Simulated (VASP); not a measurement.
**A VASP 6.6.1 single-point calculation on CaO**

INCAR

```
ENCUT = 520
NELM = 120
IBRION = -1
LREAL = .FALSE.
LCHARG = .FALSE.
SIGMA = 0.02
PREC = Accurate
LASPH = .TRUE.
EDIFF = 1E-7
ISIF = 2
GGA = PE
ISMEAR = -1
NSW = 0
LWAVE = .FALSE.
NBANDS = 15
```

KPOINTS

```
KPOINTS created by Atomic Simulation Environment
0
Monkhorst-Pack
10 10 10
0 0 0
```

POSCAR

```
Ca O
 1.0000000000000000
    -0.0755630935000000    2.3939135200999999    2.3939135200999999
     2.3939135200999999   -0.0755630935000000    2.3939135200999999
     2.3939135200999999    2.3939135200999999   -0.0755630935000000
 Ca  O
   1   1
Cartesian
  0.0000000000000000  0.0000000000000000  0.0000000000000000
  2.3561319733500001  2.3561319733500001  2.3561319733500001
```

The recommended PBE PAW datasets give the neutral cell 16 valence electrons.

Command

```
mpirun -np 1 vasp_std
```

Problem. How does this run end, and what does it give?

Solution. It converged. Results: gap between bands v and c on the k mesh 3.72 eV; least direct gap on the k mesh 4.08 eV; pressure -1.5 GPa. Band v is the last that the valence electrons fill when counted band by band, and c is the next.

OSZICAR

```
N       E                     dE             d eps       ncg     rms          rms(c)
DAV:   1     0.121886263978E+03    0.12189E+03   -0.83207E+03  3300   0.108E+03
DAV:   2    -0.928721051439E+01   -0.13117E+03   -0.12212E+03  4120   0.286E+02
DAV:   3    -0.143578305824E+02   -0.50706E+01   -0.50363E+01  4045   0.582E+01
DAV:   4    -0.144953621414E+02   -0.13753E+00   -0.13746E+00  4620   0.863E+00
DAV:   5    -0.144967289109E+02   -0.13668E-02   -0.13667E-02  3944   0.797E-01    0.856E+00
DAV:   6    -0.128715358143E+02    0.16252E+01   -0.52599E+00  3727   0.220E+01    0.370E+00
DAV:   7    -0.127891914498E+02    0.82344E-01   -0.42012E-01  3608   0.660E+00    0.181E+00
DAV:   8    -0.127862827165E+02    0.29087E-02   -0.77410E-02  4350   0.300E+00    0.409E-01
DAV:   9    -0.127849922454E+02    0.12905E-02   -0.43961E-03  3419   0.544E-01    0.112E-01
DAV:  10    -0.127856922590E+02   -0.70001E-03   -0.77560E-04  4210   0.250E-01    0.480E-02
DAV:  11    -0.127856663410E+02    0.25918E-04   -0.46357E-05  3911   0.837E-02    0.581E-03
DAV:  12    -0.127856670668E+02   -0.72580E-06   -0.82338E-06  3888   0.245E-02    0.442E-03
DAV:  13    -0.127856671613E+02   -0.94472E-07   -0.33145E-07  4141   0.670E-03
   1 F= -.12785667E+02 E0= -.12785667E+02  d E =-.169507E-11
```

The shifted mesh misses Γ, so a band edge there is missed.

For comparison, a separate PBE run of the intended cell, on usual settings and not on those above, gives a gap of 3.53 eV on its mesh and a pressure of -1.5 GPa.
